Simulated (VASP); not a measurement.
# Sc (P6_3/mmc) in VASP: notebook

One crystal, Sc, is run at these levels: PBEsol, LDA, PBE, PBE+D3(BJ); tasks: relaxation of cell and atoms.

All numbers are computed with VASP 6.6.1; they aren't measurements. Logs are shortened: lines on timing, memory, paths and dates and some standing lists are left out, and cuts for length are marked.

## 1. Starting point

The structure is hexagonal, space group P6_3/mmc (No. 194). The conventional cell has a = 3.291 Å, b = 3.291 Å, c = 5.333 Å, α = 90.00°, β = 90.00°, γ = 120.00°. Sc (site symmetry -6m2) has 12 Sc at 3.27 to 3.29 Å as nearest neighbours.

## 2. Relaxation of cell and atoms, PBEsol

Input file INCAR:

```
SYSTEM = Sc
ALGO = Fast ; EDIFF = 1E-7
EDIFFG = -0.005 ; ENCUT = 600
GGA = PS ; IBRION = 2
ISIF = 3 ; ISMEAR = 0
LASPH = .TRUE. ; LCHARG = .FALSE.
LREAL = .FALSE. ; LWAVE = .FALSE.
NELM = 80 ; NSW = 90
PREC = Accurate ; SIGMA = 0.1
```

Input file KPOINTS:

```
k-points
0
G
  15 15 8
  0 0 0
```

Input file POSCAR:

```
Sc
1.0
    3.2912249500      0.0000000000      0.0000000000
   -1.6456124800      2.8502844200      0.0000000000
    0.0000000000      0.0000000000      5.3325723900
Sc
2
Direct
    0.3333333300      0.6666666700      0.2500000000
    0.6666666700      0.3333333300      0.7500000000
```

Potentials or basis: VASP PAW PBE potentials, release 64 (Sc_sv).

The run is started by

```
$ cat potpaw_PBE.64/Sc_sv/POTCAR > POTCAR
$ mpirun -np 1 vasp_std > vasp.out
```

OUTCAR:

```text
SYSTEM = Sc
   EDIFF = 1E-7
   EDIFFG = -0.005
   ENCUT = 600
   GGA = PS
   IBRION = 2
   ISIF = 3
   ISMEAR = 0
   LASPH = .TRUE.
   LREAL = .FALSE.
   NELM = 80
   NSW = 90
   PREC = Accurate

 ion  position               nearest neighbor table
   1  0.333  0.667  0.250-   2 3.27   2 3.27   2 3.27   2 3.27   2 3.27   2 3.27
   2  0.667  0.333  0.750-   1 3.27   1 3.27   1 3.27   1 3.27   1 3.27   1 3.27

  LATTYP: Found a hexagonal cell.
 ALAT       =     3.2912249500
 C/A-ratio  =     1.6202394157

  Lattice vectors:

 A1 = (   3.2912249500,   0.0000000000,   0.0000000000)
 A2 = (  -1.6456124800,   2.8502844200,   0.0000000000)
 A3 = (   0.0000000000,   0.0000000000,   5.3325723900)

Analysis of symmetry for initial positions (statically):
=====================================================================
 Subroutine PRICEL returns:
 Original cell was already a primitive cell.

 Routine SETGRP: Setting up the symmetry group for a
 hexagonal supercell.

 Subroutine GETGRP returns: Found 24 space group operations
 (whereof 12 operations were pure point group operations)
 out of a pool of 24 trial point group operations.

The static configuration has the point symmetry D_3d.
 The point group associated with its full space group is D_6h.

Analysis of symmetry for dynamics (positions and initial velocities):
=====================================================================
 Subroutine PRICEL returns:
 Original cell was already a primitive cell.

 Routine SETGRP: Setting up the symmetry group for a
 hexagonal supercell.

 Subroutine GETGRP returns: Found 24 space group operations
 (whereof 12 operations were pure point group operations)
 out of a pool of 24 trial point group operations.

The dynamic configuration has the point symmetry D_3d.
 The point group associated with its full space group is D_6h.

 Subroutine INISYM returns: Found 24 space group operations
 (whereof 12 operations are pure point group operations),
 and found     1 'primitive' translations

----------------------------------------------------------------------------------------

                                     Primitive cell

  volume of cell :      50.0245

  direct lattice vectors                    reciprocal lattice vectors
     3.291224950  0.000000000  0.000000000     0.303838241  0.175421091  0.000000000
    -1.645612480  2.850284420  0.000000000     0.000000000  0.350842180  0.000000000
     0.000000000  0.000000000  5.332572390     0.000000000  0.000000000  0.187526756

  length of vectors
     3.291224950  3.291224956  5.332572390     0.350842181  0.350842180  0.187526756

  position of ions in fractional coordinates (direct lattice)
     0.333333330  0.666666670  0.250000000
     0.666666670  0.333333330  0.750000000

  ion indices of the primitive-cell ions
   primitive index   ion index
                 1           1
                 2           2

----------------------------------------------------------------------------------------

 KPOINTS: k-points

Automatic generation of k-mesh.
 Grid dimensions read from file:
 generate k-points for:   15   15    8

 Generating k-lattice:

  Cartesian coordinates                     Fractional coordinates (reciprocal lattice)
     0.020255883  0.011694739  0.000000000     0.066666667  0.000000000  0.000000000
     0.000000000  0.023389479  0.000000000     0.000000000  0.066666667  0.000000000
     0.000000000  0.000000000  0.023440844     0.000000000  0.000000000  0.125000000

  Length of vectors
     0.023389479  0.023389479  0.023440844

  Shift w.r.t. Gamma in fractional coordinates (k-lattice)
     0.000000000  0.000000000  0.000000000

 Subroutine IBZKPT returns following result:
 ===========================================

 Found    135 irreducible k-points:

 Following reciprocal coordinates:
            Coordinates               Weight
  0.000000  0.000000  0.000000      1.000000
  0.066667  0.000000  0.000000      6.000000
  0.133333  0.000000  0.000000      6.000000
  0.200000  0.000000  0.000000      6.000000
  0.266667  0.000000  0.000000      6.000000
  0.333333  0.000000  0.000000      6.000000
[... 16 lines left out ...]
  0.333333  0.200000  0.000000     12.000000
  0.400000  0.200000  0.000000      6.000000
 [... further k-points ...]
   k-points           NKPTS =    135   k-points in BZ     NKDIM =    135   number of bands    NBANDS=     15
   number of dos      NEDOS =    301   number of ions     NIONS =      2
   total plane-waves  NPLWV =  37632
   dimension x,y,z NGX =    28 NGY =   28 NGZ =   48
   dimension x,y,z NGXF=    56 NGYF=   56 NGZF=   96
   ions per type =               2
   NGX,Y,Z   is equivalent  to a cutoff of  14.14, 14.14, 14.96 a.u.
   NGXF,Y,Z  is equivalent  to a cutoff of  28.29, 28.29, 29.93 a.u.
 SYSTEM =  Sc
   PREC   = accura    normal or accurate (medium, high low for compatibility)
   ISTART =      0    job   : 0-new  1-cont  2-samecut
   ICHARG =      2    charge: 1-file 2-atom 10-const
   ISPIN  =      1    spin polarized calculation?
   LNONCOLLINEAR =      F non collinear calculations
   LSORBIT =      F    spin-orbit coupling
   LASPH  =      T    aspherical Exc in radial PAW
   ENCUT  =  600.0 eV  44.10 Ry    6.64 a.u.   6.57  6.57 10.65*2*pi/ulx,y,z
   NELM   =     80;   NELMIN=  2; NELMDL= -5     # of ELM steps
   EDIFF  = 0.1E-06   stopping-criterion for ELM
   LREAL  =      F    real-space projection
   EDIFFG = -.5E-02   stopping-criterion for IOM
   NSW    =     90    number of steps for IOM
   IBRION =      2    ionic relax: 0-MD 1-quasi-New 2-CG
   NFREE  =      1    steps in history (QN), initial steepest desc. (CG)
   ISIF   =      3    stress and relaxation
   ISYM   =      2    0-nonsym 1-usesym 2-fastsym
   POTIM  = 0.5000    time-step for ionic-motion
   TEBEG  =    0.0;   TEEND  =   0.0 temperature during run
   PSTRESS=    0.0 pullay stress
   NELECT =      22.0000    total number of electrons
   NUPDOWN=      -1.0000    fix difference up-down
   EMIN   =  10.00;   EMAX   =-10.00  energy-range for DOS
   EFERMI =   0.00;   METHOD = LEGACY
   ISMEAR =     0;   SIGMA  =   0.10  broadening in eV -4-tet -1-fermi 0-gaus
   EFERMI_NEDOS =   21; number of points for ismear=-14 and -15
   IALGO  =     68    algorithm
   IMIX   =      4    mixing-type and parameters
     AMIX     =   0.40;   BMIX     =  1.00
     AMIX_MAG =   1.60;   BMIX_MAG =  1.00
  volume/ion in A,a.u.               =      25.01       168.79
  Fermi-wavevector in a.u.,A,eV,Ry     =   1.244959  2.352630 21.087965  1.549922
  Thomas-Fermi vector in A             =   2.379202
   LORBIT       =      0    0 simple, 1 ext, 2 COOP (PROOUT), +10 PAW based schemes
   GGA     = PS    functional components
   LHFCALC =     F    Hartree Fock is set to
   AEXX    =    0.0000 exact exchange contribution
   IVDW    =     0    specifies the selected vdW correction
   LEPSILON=     F    determine dielectric tensor
   LRPA    =     F    only Hartree local field effects (RPA)
 conjugate gradient relaxation of ions
 non-spin polarized calculation
 RMM-DIIS sequential band-by-band and
 Gauss-broadening in eV      SIGMA  =   0.10
  energy-cutoff  :      600.00
  volume of cell :       50.02
 maximum number of plane-waves:      1707
 NGX is ok and might be reduce to    28
   NGX = 13   NGY = 13   NGZ = 21

--------------------------------------- Ionic step        1  -------------------------------------------

 number of electron      21.9999998 magnetization

 Free energy of the ion-electron system (eV)
  ---------------------------------------------------
  ext. energy  EPLUGINS =         0.00000000
  ---------------------------------------------------
  free energy    TOTEN  =       -13.18427039 eV

  energy without entropy =      -13.16152876  energy(sigma->0) =      -13.17289958

 E-fermi :   3.4976     XC(G=0):  -9.9309

 val. band max:        3.4974868349   @ k =   0.4000   0.2000   0.3750
 cond. band min:       3.5070813896   @ k =   0.4000   0.2000   0.3750
 fundamental gap:      0.0095945547
 Fermi energy:         3.4976033838

 k-point     1 :       0.0000    0.0000    0.0000
  band No.  band energies     occupation
      1     -45.7547      2.00000
      2     -45.6963      2.00000
      3     -24.6434      2.00000
      4     -24.3182      2.00000
      5     -24.3182      2.00000
      6     -24.2659      2.00000
      7     -24.2659      2.00000
      8     -24.2571      2.00000
      9      -1.6203      2.00000
     10       1.7883      2.00000
     11       3.8118      0.00001
     12       5.0938      0.00000
     13       5.0946      0.00000
     14       5.1047      0.00000
     15       5.4791      0.00000
[... 397 lines left out ...]
 k-point    24 :       0.4000    0.2000    0.0000
  band No.  band energies     occupation
      1     -45.6923      2.00000
      2     -45.6805      2.00000
      3     -24.5735      2.00000
      4     -24.5127      2.00000
      5     -24.4552      2.00000
      6     -24.4458      2.00000
      7     -24.3775      2.00000
      8     -24.3686      2.00000
      9       2.3823      2.00000
     10       2.7803      2.00000
     11       2.9600      2.00000
     12       3.1180      2.00000
     13       4.5545      0.00000
     14       4.6151      0.00000
     15       5.3138      0.00000

 [... further k-points ...]
[... 5 lines left out ...]
  --------------------------------------------------------------------------------------
  -------------------------------------------------------------------------------------
  Total       -0.5690399     -0.5690399     -1.4630639      0.0000000      0.0000000      0.0000000
  in kB      -18.2251347    -18.2251347    -46.8588206      0.0000000      0.0000000      0.0000000
  external PRESSURE =     -27.7696967 kB  Pullay stress =       0.0000000 kB
[... 201 lines left out ...]
  energy  without entropy=      -13.2030201759  energy(sigma->0) =      -13.21260149

--------------------------------------- Ionic step        7  -------------------------------------------

 number of electron      22.0000000 magnetization

 Free energy of the ion-electron system (eV)
  ---------------------------------------------------
  ext. energy  EPLUGINS =         0.00000000
  ---------------------------------------------------
  free energy    TOTEN  =       -13.22218845 eV

  energy without entropy =      -13.20298689  energy(sigma->0) =      -13.21258767

 E-fermi :   3.8103     XC(G=0): -10.1565

 val. band max:        3.8050851930   @ k =   0.4000   0.2000   0.3750
 cond. band min:       3.8192203158   @ k =   0.4000   0.2000   0.3750
 fundamental gap:      0.0141351227
 Fermi energy:         3.8103237153

 k-point     1 :       0.0000    0.0000    0.0000
  band No.  band energies     occupation
      1     -45.2880      2.00000
      2     -45.2003      2.00000
      3     -24.2504      2.00000
      4     -23.8513      2.00000
      5     -23.8513      2.00000
      6     -23.7727      2.00000
      7     -23.7727      2.00000
      8     -23.7389      2.00000
      9      -1.3982      2.00000
     10       2.1173      2.00000
     11       4.5614      0.00000
     12       5.4429      0.00000
     13       5.4429      0.00000
     14       5.7475      0.00000
     15       5.9274      0.00000
[... 397 lines left out ...]
 k-point    24 :       0.4000    0.2000    0.0000
  band No.  band energies     occupation
      1     -45.2114      2.00000
      2     -45.1937      2.00000
      3     -24.1242      2.00000
      4     -24.0360      2.00000
      5     -24.0014      2.00000
      6     -23.9970      2.00000
      7     -23.8989      2.00000
      8     -23.8830      2.00000
      9       2.6092      2.00000
     10       3.0242      2.00000
     11       3.2003      2.00000
     12       3.3304      2.00000
     13       4.9218      0.00000
     14       5.0270      0.00000
     15       5.8969      0.00000

 [... further k-points ...]
[... 5 lines left out ...]
  --------------------------------------------------------------------------------------
  -------------------------------------------------------------------------------------
  Total       -0.0044665     -0.0044665     -0.0002351      0.0000000      0.0000000      0.0000000
  in kB       -0.1511782     -0.1511782     -0.0079560      0.0000000      0.0000000      0.0000000
  external PRESSURE =      -0.1034375 kB  Pullay stress =       0.0000000 kB
[... 17 lines left out ...]
  FREE ENERGIE OF THE ION-ELECTRON SYSTEM (eV)
  ---------------------------------------------------
  free  energy   TOTEN  =       -13.2221884460 eV

  energy  without entropy=      -13.2029868884  energy(sigma->0) =      -13.21258767

 reached required accuracy - stopping structural energy minimisation
```

Wall time 4.7 min (1 thread of Intel Xeon 6975P-C (Granite Rapids), shared host); peak memory 0.27 GiB.

Results:

```
Free energy                            : -13.2222 eV
Relaxed volume                         : 23.67 Å³/atom
Relaxed cell                           : a = 3.279 Å, b = 3.279 Å, c = 5.085 Å, α = 90.00°, β = 90.00°, γ = 120.00°
Space group after relaxing (to 0.05 Å) : P6_3/mmc (No. 194)
Energy gained by relaxing              : 19.0 meV/atom
Ionic steps                            : 7
Pressure after relaxing                : 0.0 GPa
Band gap on the k mesh                 : none (metal or under the smearing width)
```

The path:
```
step  energy change (eV)  largest force (eV/Å)  pressure (GPa)  volume (Å³)
   1              0.0000                0.0000           -2.78        50.02
   2             -0.0335                0.0000            0.54        46.94
   3             -0.0336                0.0000            0.41        47.04
   4             -0.0374                0.0000            0.17        47.21
   5             -0.0379                0.0000            0.04        47.29
   6             -0.0379                0.0000            0.04        47.29
   7             -0.0379                0.0000           -0.01        47.34
```

Final structure:
```
CELL_PARAMETERS angstrom
3.27859 0.00000 0.00000
-1.63929 2.83934 0.00000
0.00000 0.00000 5.08486
ATOMIC_POSITIONS crystal
Sc 0.33333 0.66667 0.25000
Sc 0.66667 0.33333 0.75000
```

Caveat: the PAW data sets were made with another functional, which shifts forces and pressure a little.

[end of part 1 of 2]
